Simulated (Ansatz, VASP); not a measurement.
# Two plane-wave programs on F

```
F
1.0
    -1.26073    1.26073    1.26073
     1.26073   -1.26073    1.26073
     1.26073    1.26073   -1.26073
F
1
Cartesian
  0.0000 0.0000 0.0000
```

Alike in both runs: functional PBE; k mesh 20 × 20 × 20; occupations fermi-dirac, width 0.08 eV; no spin polarisation.

Ansatz relaxed the structure, and its values are those at the end. VASP's run is a single point on that final structure, the one shown.

|  | VASP | Ansatz |
| --- | --- | --- |
| version | VASP 6.6.1 | Ansatz 0.2.0 |
| potentials or method | VASP PAW PBE potentials, release 64 (F) | PAW with Ansatz's default frozen-core files, scalar-relativistic |
| plane-wave cutoff (eV) | 520 | 420 |
| valence electrons in the cell | 7 | 7 |

```tsv
	VASP	Ansatz	Ansatz less VASP
pressure (GPa)	22.0	23.0	+0.96
```

Caveats: so large a pressure means that the cell lies far from this level's equilibrium, or that cutoff or potentials fall short (VASP); an odd number of electrons without spin polarisation forces a metal; a magnetic or distorted state may lie lower.
